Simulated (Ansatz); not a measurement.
# An O vacancy in rocksalt MgO, 63 atoms, charge +2

All numbers come from Ansatz (PAW, plane waves, no spin–orbit coupling) at the single k point (¼, ¼, ¼) without its symmetry partners. The atoms were relaxed with PBEsol in a fixed cell; other functionals are single points on those atoms unless said otherwise. The valence top and gap of the host come from its small cell on a dense mesh, with the band extrema sought between the mesh points, lined up by the mean potential, PBEsol gap 4.62 eV, HSE06 gap 6.46 eV. The charge correction uses an assumed dielectric constant of 9.8.

Cell: a = 8.429 Å, b = 8.429 Å, c = 8.429 Å, α = 90.00°, β = 90.00°, γ = 90.00°.

Nearest atoms after relaxation, from the placed atom (for vacancies from the middle of the vacant sites): Mg at 2.27 Å, Mg at 2.27 Å, Mg at 2.27 Å, Mg at 2.27 Å, Mg at 2.27 Å, Mg at 2.27 Å, O at 2.91 Å, O at 2.91 Å.

Chemical potentials μ are those of reference phases of the elements at zero temperature by the same functional (the usual solids, diamond for C, grey Sn, and the molecules H2, N2, O2, F2, Cl2, Br2 and S8).

| functional | E(defect) − E(host) − Σ nμ + q·E_VBM (eV) | monopole (eV) | alignment (eV) | formation energy at E_F = VBM (eV) | moment (μB) | wall time, shared host |
| --- | --- | --- | --- | --- | --- | --- |
| PBEsol | 2.08 | 0.99 | -0.44 | 2.63 | 0 (no spin) | 4.2 s on NVIDIA GB300 (relaxation) |
| HSE06 | 0.11 | 0.99 | -0.40 | 0.70 | 0 (no spin) | 14 s on NVIDIA GB300 |

How does the monopole term follow by hand for this cubic cell?

q²·α·e²/(4πε₀)/(2εL) with the Madelung constant α = 2.837 and e²/4πε₀ = 14.40 eV·Å: 4 × 2.837 × 14.40 / (2 × 9.8 × 8.429) = 0.99 eV.

HSE06 one-electron levels near the gap (the ten most localised at most), from the host's valence top, not corrected for the charge's images:

```csv
level (eV),spin,filling,atoms sharing it,element of the atom with most weight
-0.03,both,2.00,31.4,spread
-0.03,both,2.00,31.4,spread
4.04,both,0.00,12.9,Mg
```

All elements are taken at their own reference at once; growth conditions in equilibrium with the host shift these energies, by up to the host's formation enthalpy.

One k point and a cell of this size can leave errors of several tenths of an eV in such numbers.
